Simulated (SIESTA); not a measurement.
PbSe under changes of volume

One of the cells (27.098 Å³/atom); the others are scaled copies at fixed shape and fractional positions:

```xyz
2
Lattice="3.7843 0.0000 0.0000 0.0000 3.7843 0.0000 0.0000 0.0000 3.7843" Properties=species:S:1:pos:R:3 pbc="T T T"
Pb    0.0000    0.0000    0.0000
Se    1.8922    1.8922    1.8922
```

Measurements of this composition are mostly on another form, of space group No. 225.

| Property | Result |
| --- | --- |
| Program | SIESTA 5.4.2 |
| Functional | PBEsol |
| Potentials or basis | PseudoDojo 0.4 standard (PBEsol files) |
| Basis | DZP (energy shift 0.003 Ry; two zetas on semicore shells) |
| Grid cutoff | 500 Ry |
| Energy shift | 0.003 Ry |
| k mesh | 7 × 7 × 7 |
| Occupations | fermi-dirac, width 0.05 eV |
| Spin | no spin polarisation |

```tsv
volume (Å³/atom)	energy over the lowest point (meV/atom)	pressure (GPa)
25.472	0.88	1.2
26.014	0.00	-0.2
26.556	2.92	-1.5
27.098	9.87	-2.6
27.640	20.14	-3.5
28.182	?	?
28.724	49.58	-5.1
```

Question: What does the run at 28.182 Å³/atom give?

Answer: Energy over the lowest point 33.42 meV/atom; pressure -4.4 GPa.

Worked out: A Birch-Murnaghan fit of order 3 (a polynomial in V^(-2/3)) to the other rows has its minimum at 25.87 Å³/atom with B0 = V·E''(V) = 59 GPa and B' = 3.6. It gives 33.44 meV/atom at 28.182 Å³/atom, against the run's 33.42, and -dE/dV = -4.4 GPa, against -4.4.

Energies are extrapolated to zero smearing.

Caveats: the basis of atomic orbitals isn't converged, which shifts pressures, moduli and gaps.
